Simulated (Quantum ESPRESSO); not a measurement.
Crystal: PbSe (Clausthalite).

```
CELL_PARAMETERS angstrom
0.00000 3.06065 3.06065
3.06065 0.00000 3.06065
3.06065 3.06065 0.00000
ATOMIC_POSITIONS crystal
Pb 0.00000 0.00000 0.00000
Se 0.50000 0.50000 0.50000
```

Base run:

```yaml
Program: Quantum ESPRESSO 7.5
Functional: LDA
Potentials_or_basis: GBRV 1.5 LDA
Cutoff: 612 eV
Density_cutoff: 4898 eV
k_mesh: 6 × 6 × 6, shifted
Occupations: fermi-dirac, width 0.05 eV
Spin: no spin polarisation
```

Its results: pressure -2.3 GPa; electronic dielectric tensor (diagonal) 22.99.

Question: The run is repeated on the same cell with these changes: functional from LDA to AM05; potentials or basis from GBRV 1.5 LDA to GBRV 1.5 PBE. What comes out?

Answer: Pressure 0.0 GPa; electronic dielectric tensor (diagonal) 21.56.

Caveats: the potentials were made for another functional, which shifts forces and pressure (some runs).

Not every run made on this cell is shown here.
